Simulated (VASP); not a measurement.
# TiSe2: relaxation of cell and atoms with PBE

TiSe2:

```
Ti Se
1.0
     3.53600    0.00000    0.00000
    -1.76800    3.06227    0.00000
     0.00000    0.00000    6.00400
Ti Se
1 2
Cartesian
  0.0000 0.0000 0.0000
  0.0000 2.0415 1.5322
  1.7680 1.0208 4.4718
```

| Item | Value |
| --- | --- |
| Program | VASP 6.6.1 |
| Task | relaxation of cell and atoms |
| Functional | PBE |
| Potentials or basis | VASP PAW PBE potentials, release 64 (Ti_sv, Se) |
| Cutoff | 600 eV |
| k mesh | 12 × 12 × 6 |
| Occupations | methfessel-paxton, width 0.1 eV |
| Spin | no spin polarisation |
| Target pressure | 3.12 GPa |
| Further INCAR settings | ALGO = Normal; EDIFF = 1e-06; IBRION = 2; EDIFFG = -0.01; NSW = 90; ISIF = 3 |
| Target pressure | 3.12 GPa |

The relaxed volume is 20.74 Å³/atom and the relaxed cell is a = 3.489 Å, b = 3.489 Å, c = 5.902 Å, α = 90.00°, β = 90.00°, γ = 120.00°. The space group after relaxing (to 0.05 Å) is P-3m1 (No. 164). The energy change on relaxing (the enthalpy is what falls) is +12.5 meV/atom, the ionic steps are 10 and the pressure after relaxing is 3.1 GPa. The largest force after relaxing is 0.004 eV/Å and the band gap on the k mesh is none (metal or under the smearing width).

Forces in eV/Å, atoms in the order of the input:
```
Ti   0.000  0.000  0.000
Se   0.000  0.000 -0.004
Se   0.000  0.000  0.004
```

Step by step:
```
step  energy change (eV)  largest force (eV/Å)  pressure (GPa)  volume (Å³)
   1              0.0000                0.0782            1.62        65.01
   2              0.0302                0.3126            4.06        63.12
   3              0.0196                0.2495            3.41        63.61
   4              0.0212                0.1278            3.17        63.28
   5              0.0248                0.0416            3.03        63.04
   6              0.0272                0.0371            3.06        62.86
   7              0.0361                0.0218            3.24        62.30
   8              0.0390                0.0167            3.28        62.15
   9              0.0336                0.0610            2.71        62.45
  10              0.0374                0.0035            3.13        62.22
```

Final structure:
```
Ti Se
1.0
     3.48910    0.00000    0.00000
    -1.74455    3.02165    0.00000
     0.00000    0.00000    5.90200
Ti Se
1 2
Direct
  0.00000 0.00000 0.00000
  0.33333 0.66667 0.26316
  0.66667 0.33333 0.73684
```

Levels at points of the mesh, in eV from the Fermi level:
```csv
k point,band 10,band 11,band 12,band 13,band 14,band 15
"(0.00, 0.00, 0.00)",0.31,0.51,0.51,0.58,0.60,0.60
"(0.50, 0.00, 0.00)",-2.84,-2.24,-1.39,0.06,1.46,1.88
"(0.00, 0.00, 0.50)",-2.16,0.31,0.31,0.49,0.49,1.26
"(0.50, 0.00, 0.50)",-2.52,-1.15,-0.86,-0.24,1.45,1.84
```

It took 9.3 min on 1 thread of Intel(R) Xeon(R) Platinum 8259CL CPU @ 2.50GHz (Skylake/Cascade Lake), on a shared host, peak memory 0.3 GiB.

Caveat: the cell is relaxed towards a set pressure, so the enthalpy falls and the energy may rise; this functional lacks dispersion, which binds the layers, so the pressure and a relaxed spacing across them are unreliable.
